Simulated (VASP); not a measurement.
Runs of VASP 6.6.1 on Tl. Symmetry: P6_3/mmc, No. 194, hexagonal system. The conventional cell has a = 3.456 Å, b = 3.456 Å, c = 5.525 Å, α = 90.00°, β = 90.00°, γ = 120.00°. Tl (site symmetry -6m2) has 12 Tl at 3.41 to 3.46 Å as nearest neighbours. 

```csv
level,cell,k mesh,smearing,mesh quality,gap on the mesh (eV),pressure (GPa)
PBE,"P6_3/mmc, 28.57 Å³/atom",9 × 9 × 5,methfessel-paxton 0.1 eV,not flagged,none,3.4
PBEsol,"P-1, 28.57 Å³/atom",5 × 5 × 3,fermi-dirac 0.05 eV,coarse,none,0.5
PBE,volume scaled by 1.06,9 × 9 × 5,fermi-dirac 0.05 eV,not flagged,none,1.1
PBE,"P6_3/mmc, 28.57 Å³/atom",9 × 9 × 5,fermi-dirac 0.05 eV,not flagged,none,3.4
PBE,volume scaled by 1.04,9 × 9 × 5,fermi-dirac 0.05 eV,not flagged,none,1.8
PBE,volume scaled by 0.98,9 × 9 × 5,fermi-dirac 0.05 eV,not flagged,none,(a)
r2SCAN+rVV10,"P6_3/mmc, 28.57 Å³/atom",9 × 9 × 5,methfessel-paxton 0.05 eV,not flagged,none,1.1
```

Alike in all rows: task single point; potentials or basis VASP PAW PBE potentials, release 64 (Tl_d); no spin polarisation; cutoff (eV) 520.

Estimate the missing entries.

(a) 4.3.

Caveats: some runs use coarse meshes; the PAW data sets were made with another functional, which shifts forces and pressure a little (some runs).

A k mesh can miss the band edges, and the runs leave out spin-orbit coupling on Tl.

A gap of «none» marks a metal or a gap under the smearing width.
